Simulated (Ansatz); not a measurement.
HfS₂ built on the CdI2 prototype at its r2SCAN+rVV10 geometry, in the plane-wave code Ansatz. One PBE run serves as the base. The settings are then varied one at a time, some on purpose to values that make no sense. Doubtful ones may also carry a cap on iterations. All numbers are computed, and spin polarisation is off unless an edit sets a moment.

Base input:
```yaml
crystal:
  lattice:
    - [3.6302959563, 0.0, 0.0]
    - [-1.8151479781, 3.1439285214, 0.0]
    - [0.0, 0.0, 5.8783581538]
  atoms:
    - { symbol: Hf, position: [0.0, 0.0, 0.0] }
    - { symbol: S, position: [0.3333333333, 0.6666666667, 0.2446279711] }
    - { symbol: S, position: [0.6666666667, 0.3333333333, 0.7553720289] }
kpoints:
  mp_grid: { grid: [6, 6, 4] }
hamiltonian:
  xc: pbe
scf:
  occupations: { method: fixed }
  n_extra_bands: 4
output:
  forces: true
  stress: true
  eigenvalues: true
```

Base results:
```
Basis set: ecut = 420 eV, 1315 PW (Γ)
Symmetry: 12 space group operations
Space group: P-3m1 (ITA 164)
k-points: 24 of 144
SCF converged after 7 iterations
Free energy (F): -17530.159610 eV
Fermi energy:    9.052850 eV
--- Forces (eV/Å), atoms counted from 1 ---
  atom   1  Hf      0.00000      0.00000      0.00000
  atom   2  S       0.00000      0.00000      0.11380
  atom   3  S       0.00000      0.00000    -0.11380
--- Stress (GPa, compression-positive) ---
        1.972272       0.000000       0.000000
        0.000000       1.972272       0.000000
        0.000000       0.000000       2.639207
  P = ⅓ Tr σ = 2.1946 GPa (21.946 kbar)
```
The gap over this mesh is 1.036 eV.

Run as `ansatz run input.yaml --threads 4 --pin off --max-ram 3686MiB --backend cpu --events-out ev --progress --plain --runs-dir out`. It took 1.3 s on 4 threads of Arm Neoverse N1, with other jobs on the host; peak host memory 0.36 GiB.

Problem. The input is altered as follows. How does the run end?
```yaml
scf:
  mixing: { preconditioner: kerker }
```

Solution. It converges in 7 iterations, as the base does. The result is the base's, as it should be for a key that only affects how the solution is found.

Problem. What happens with this change?
```yaml
scf:
  mixing: { preconditioner: none }
```

Solution. It converges in 7 iterations, as the base does. This key steers the way to the solution, not the solution: the results stay as they were.

Problem. The input is altered as follows. How does the run end?
```yaml
scf:
  occupations: { method: cold, width: 0.001 }
```

Solution. Energy, stress and gap stay within 1 meV an atom, 0.1 GPa and 0.005 eV of the base. The width is small against the gap, so it doesn't matter.

Problem. The input is altered as follows. How does the run end?
```yaml
scf:
  mixing: { ndim: 30 }
  max_iter: 61
```

Solution. It converges in 7 iterations, as the base does. This key steers the way to the solution, not the solution: the results stay as they were.

Problem. Predict the outcome of this edit.
```yaml
kpoints:
  mp_grid: { grid: [1, 1, 8] }
```

Solution. The free energy moves by +2248 meV an atom, the mean stress by +14.77 GPa and the gap on the mesh by +0.433 eV (to 1.469). The gap changes mostly because other points are sampled; a mesh that misses a band edge overestimates it. The mesh is too coarse.
```
k-points: 5 of 8
SCF converged after 9 iterations
Free energy (F): -17523.416733 eV
Fermi energy:    9.819782 eV
--- Forces (eV/Å), atoms counted from 1 ---
  atom   1  Hf      0.00000      0.00000      0.00000
  atom   2  S       0.00000      0.00000    -2.95358
  atom   3  S       0.00000      0.00000      2.95358
--- Stress (GPa, compression-positive) ---
       29.687792       0.000000       0.000000
        0.000000      29.687792       0.000000
        0.000000       0.000000      -8.482273
  P = ⅓ Tr σ = 16.9644 GPa (169.644 kbar)
```

Problem. The input is altered as follows. How does the run end?
```yaml
scf:
  n_extra_bands: 0
```

Solution. Energy, stress and gap stay within 1 meV an atom, 0.1 GPa and 0.005 eV of the base. The program keeps one empty band at least. Empty bands don't enter the energy of an insulator with fixed occupations.

Spin-orbit coupling is left out, which matters wherever the heavy atoms make up the band edges.
